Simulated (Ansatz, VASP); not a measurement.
# Two plane-wave programs on AlN

```
CELL_PARAMETERS angstrom
3.29215 0.00000 0.00000
-1.64607 2.85108 0.00000
0.00000 0.00000 4.13718
ATOMIC_POSITIONS crystal
Al 0.33333 0.66667 0.25000
Al 0.66667 0.33333 0.75000
N 0.33333 0.66667 0.75000
N 0.66667 0.33333 0.25000
```

Alike in both runs: functional r2SCAN; k mesh 12 × 12 × 6; occupations gaussian, width 0.02 eV; no spin polarisation.

Ansatz relaxed the structure, and its values are those at the end. VASP's run is a single point on that final structure, the one shown.

```csv
,VASP,Ansatz
version,VASP 6.6.1,Ansatz 0.2.0
potentials or method,"VASP PAW PBE potentials, release 64 (Al, N)","scalar-relativistic, plane waves, PAW"
plane-wave cutoff (eV),520,500
valence electrons in the cell,16,16
```

|  | VASP | Ansatz | Ansatz less VASP |
| --- | --- | --- | --- |
| gap on the k mesh at the Fermi level (eV) | 4.06 | 4.03 | -0.031 |
| least direct gap on the mesh (eV) | 4.06 | 4.03 | -0.031 |
| pressure (GPa) | -0.6 | 0.0 | +0.58 |

With one functional, cell and mesh, what is left measures potentials, basis and numerics.

Caveats: the PAW data sets were made with another functional, which shifts forces and pressure a little (VASP). A k mesh can miss the band edges.
